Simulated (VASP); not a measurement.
Here is a VASP 6.6.1 calculation.

The input INCAR:

```
SYSTEM = CdTe
PREC = Accurate ; ENCUT = 600
EDIFF = 1E-6 ; ISMEAR = 0
SIGMA = 0.03 ; LREAL = .FALSE.
LASPH = .TRUE. ; NELM = 80
ALGO = Normal ; ISIF = 3
LWAVE = .FALSE. ; LCHARG = .FALSE.
GGA = PS ; IBRION = 2
NSW = 90 ; EDIFFG = -0.01
KPAR = 2
```

Contents of KPOINTS:

```
Automatic mesh
0
G
  10 10 10
  0 0 0
```

The input POSCAR:

```
CdTe
1.0
    0.0000000000      3.2050000000      3.2050000000
    3.2050000000      0.0000000000      3.2050000000
    3.2050000000      3.2050000000      0.0000000000
Cd Te
1 1
Direct
    0.0000000000      0.0000000000      0.0000000000
    0.2500000000      0.2500000000      0.2500000000
```

Potentials or basis: VASP PAW PBE potentials, release 64 (Cd, Te).

Command:

```bash
$ cat potpaw_PBE.64/Cd/POTCAR potpaw_PBE.64/Te/POTCAR > POTCAR
$ mpirun -np 2 vasp_std > vasp.out
```

Q: What does it give for the space group after relaxing (to 0.05 Å)?

A: F-43m (No. 216).

Q: Estimate the relaxed volume.

A: 34.26 Å³/atom.

The path:
```tsv
step	energy change (eV)	largest force (eV/Å)	pressure (GPa)	volume (Å³)
1	0.0000	0.0000	1.81	65.84
2	-0.0129	0.0000	-0.54	69.46
3	-0.0145	0.0000	-0.01	68.52
```

Caveat: the PAW data sets were made with another functional, which shifts forces and pressure a little.
